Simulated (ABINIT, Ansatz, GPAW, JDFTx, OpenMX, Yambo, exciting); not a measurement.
# Cost and result for the band gap of C

**What was measured.** The band gap of C (Fd-3m) is reported as 5.47 eV at 300 K (a printed reference work). The runs below try to reproduce it.

It takes space group Fd-3m (No. 227, cubic). Conventional cell: a = 3.567 Å, b = 3.567 Å, c = 3.567 Å, α = 90.00°, β = 90.00°, γ = 90.00°. C (site symmetry -43m) is surrounded by 4 C at 1.54 Å.

| rung | level | program and potentials | cutoff (eV) | k mesh | task | core time | chip | band gap (eV) | miss (eV) | notes |
| --- | --- | --- | --- | --- | --- | --- | --- | --- | --- | --- |
| GGA | PBEsol | Ansatz, JTH PAW | 780 | 13 × 13 × 13 | band structure | 2.8 s | Intel Xeon | 4.00 | -1.47 | potentials made for PBE; from the band path |
| LDA | LDA | JDFTx, SG15-PBE-1.2 with smoothed tails | 1361 | 13 × 13 × 13 | band structure | 2.8 s | Intel Xeon 6975P-C Granite Rapids | 3.95 | -1.52 | potentials made for PBE; from the band path; far from this level's other runs, on another mesh |
| GGA | PBEsol | Ansatz, Ansatz PAW (files of its older set among them) | 820 | 13 × 13 × 13 | band structure | 3.4 s | Intel Xeon | 4.01 | -1.46 | potentials made for PBE, which Ansatz adapts in part; from the band path |
| Hartree-Fock | Hartree-Fock on PBEsol | Yambo, PseudoDojo 0.4.1 SR PBEsol standard | 1116 | 6 × 6 × 6 | Hartree-Fock levels | 4.9 s | Intel Xeon 6975P-C Granite Rapids | 11.89 | +6.42 | coarse mesh |
| Hartree-Fock | Hartree-Fock on LDA | Yambo, PseudoDojo 0.4.1 SR LDA standard | 1116 | 6 × 6 × 6 | Hartree-Fock levels | 9.8 s | Intel Xeon 6975P-C Granite Rapids | 12.05 | +6.58 | coarse mesh |
| LDA | LDA | ABINIT, PseudoDojo NC SR LDA v0.4 stringent | 1007 | 10 × 10 × 10 | single point | 11 s | Arm Neoverse N1 | 4.18 | -1.29 | mesh may miss the edge |
| GGA | BP86 | GPAW, PAW data sets generated for this functional | 800 | 10 × 10 × 10 | band structure | 15 s | Intel Xeon Platinum 8488C Sapphire Rapids | 4.18 | -1.29 | from the band path |
| LDA | LDA | exciting, all-electron LAPW+lo, shipped species files, valence relativity iora* | - | 8 × 8 × 8 | single point | 24 s | AMD EPYC 7R43 Zen 3 | 4.10 | -1.37 | mesh may miss the edge |
| GGA | PBE | ABINIT, PseudoDojo NC SR PBE v0.4.1 standard | 1116 | 13 × 13 × 13 | band structure | 26 s | Arm Neoverse V2 | 4.19 | -1.28 | from the band path |
| GGA | PBE | OpenMX, OpenMX 2013 PBE set, C6.0-s2p2, grid cutoff 300 Ry | - | 13 × 13 × 13 | band structure | 44 s | Arm Neoverse V1 | 4.60 | -0.87 | atomic basis |
| meta-GGA | r2SCAN | exciting, all-electron LAPW+lo, shipped species files, valence relativity zora | - | 8 × 8 × 8 | density of states | 72 s | AMD EPYC 7R43 Zen 3 | 4.35 | -1.12 | mesh may miss the edge |
| GGA | PBE | OpenMX, OpenMX 2013 PBE set, C6.0-s3p2d2, grid cutoff 300 Ry | - | 13 × 13 × 13 | band structure | 2.7 min | Arm Neoverse V1 | 4.25 | -1.22 | atomic basis; from the band path |
| G0W0 | G0W0 on LDA | exciting, all-electron LAPW+lo, shipped species files, valence relativity iora* | - | 8 × 8 × 8 | G0W0 quasiparticle levels | 46 min | Arm Neoverse V1 | 5.94 | +0.47 | bands, basis or mesh of the many-body step not converged |

Times are single runs on shared hosts and different chips, so they are rough; meshes, cutoffs and the tasks' sizes weigh on the time. All rows: no spin polarisation. Gaps are the least found on the k mesh or the band path, and a mesh can miss the band edges. The cell comes from a database and isn't always the measured one. Meshes differ between rows, which moves values too. All levels ran on this one cell, unrelaxed unless noted. Meshes are those of the run's cell of 2 atoms unless a note names another. Misses use the values as printed. Runs on faulty files, with rough fits or with known faults for this quantity aren't shown. No row holds spin-orbit coupling.

By rung: LDA 3.95 to 4.18; GGA 4.00 to 4.19; meta-GGA 4.35; GGA in atomic bases 4.25 to 4.60; Hartree-Fock on coarse meshes 11.89 to 12.05; G0W0 on coarse settings 5.94 (eV). Measured: 5.47 eV at 300 K (a printed reference work). Closest, coarse meshes and atomic bases left aside, is r2SCAN (-1.12 eV), and PBE misses by -1.28 eV on plain settings. LDA and GGA gaps fall short mostly because these functionals lack the derivative discontinuity; the runs are for a static lattice, while measurements hold temperature and zero-point motion.
